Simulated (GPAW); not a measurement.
**TiO2: band structure with PBE**

**The experiment to reproduce.**

From “Shallow Valence Band of Rutile GeO2 and P-type Doping”, 2020, arxiv:2011.08928, for a bulk crystal of TiO2 at 1.6 K: band gap 3.03 eV (direct).

Crystal: TiO2.

```
CELL_PARAMETERS angstrom
4.59984 0.00000 0.00000
0.00000 4.59984 0.00000
0.00000 0.00000 2.95921
ATOMIC_POSITIONS crystal
Ti 0.00000 0.00000 0.50000
Ti 0.50000 0.50000 0.00000
O 0.30432 0.30432 0.50000
O 0.19568 0.80432 0.00000
O 0.80432 0.19568 0.00000
O 0.69568 0.69568 0.50000
```

The cell is a database's computed one.

* Program: GPAW 26.7.0
* Task: band structure
* Functional: PBE
* Potentials or basis: PAW data sets generated in the run's folder for this functional
* Cutoff: 800 eV
* Basis: pw
* k mesh: 5 × 5 × 8
* Occupations: fermi-dirac, width 0.05 eV
* Spin: no spin polarisation
* Maxiter: 150
* Band path: GXMGZRAZ,XR,MA
* Band points: 80

- Pressure: 5.3 GPa
- Largest force: 0.028 eV/Å
- Band gap on the k mesh: 1.87 eV, direct
- Band gap along the path: 1.87 eV, direct

Forces on the atoms (eV/Å):
```
Ti   0.000  0.000  0.000
Ti   0.000  0.000  0.000
O   -0.020 -0.020  0.000
O    0.020 -0.020  0.000
O   -0.020  0.020  0.000
O    0.020  0.020  0.000
```

Stress tensor (GPa, compression positive):
```
5.42 0.00 0.00
0.00 5.42 0.00
0.00 0.00 5.15
```

Levels at the corners of the path, in eV from the valence-band top:
| point | band 22 | band 23 | band 24 | band 25 | band 26 | band 27 |
| --- | --- | --- | --- | --- | --- | --- |
| Γ | -0.46 | -0.46 | 0.00 | 1.87 | 2.16 | 2.41 |
| X | -1.64 | -0.74 | -0.74 | 2.54 | 2.54 | 3.03 |
| M | -1.31 | -1.08 | -1.08 | 1.91 | 1.91 | 2.53 |
| Γ | -0.46 | -0.46 | 0.00 | 1.87 | 2.16 | 2.41 |
| Z | -2.36 | -1.43 | -1.43 | 2.98 | 2.98 | 3.19 |
| R | -2.03 | -1.04 | -1.04 | 1.92 | 1.92 | 3.21 |
| A | -1.29 | -0.67 | -0.67 | 2.61 | 2.61 | 3.21 |
| Z | -2.36 | -1.43 | -1.43 | 2.98 | 2.98 | 3.19 |
| X | -1.64 | -0.74 | -0.74 | 2.54 | 2.54 | 3.03 |
| R | -2.03 | -1.04 | -1.04 | 1.92 | 1.92 | 3.21 |
| M | -1.31 | -1.08 | -1.08 | 1.91 | 1.91 | 2.53 |
| A | -1.29 | -0.67 | -0.67 | 2.61 | 2.61 | 3.21 |

It took 2.6 min on 1 thread of Intel(R) Xeon(R) Platinum 8488C (Sapphire Rapids), on a shared host, peak memory 0.68 GiB.

Against the measured gap of TiO2, 3.03 eV (direct; 1.6 K; quoted in “Shallow Valence Band of Rutile GeO2 and P-type Doping”, 2020, arxiv:2011.08928), the calculated 1.87 eV is off by -1.16 eV. 2 values of this kind are on record in papers (3.03 to 3.05 eV); this one was drawn at random among those near their median. The value is that of PBE, without temperature or zero-point motion. Semilocal functionals fall short of measured gaps as a rule. The cell is a database's relaxed one, not the measured one, which moves gaps too.
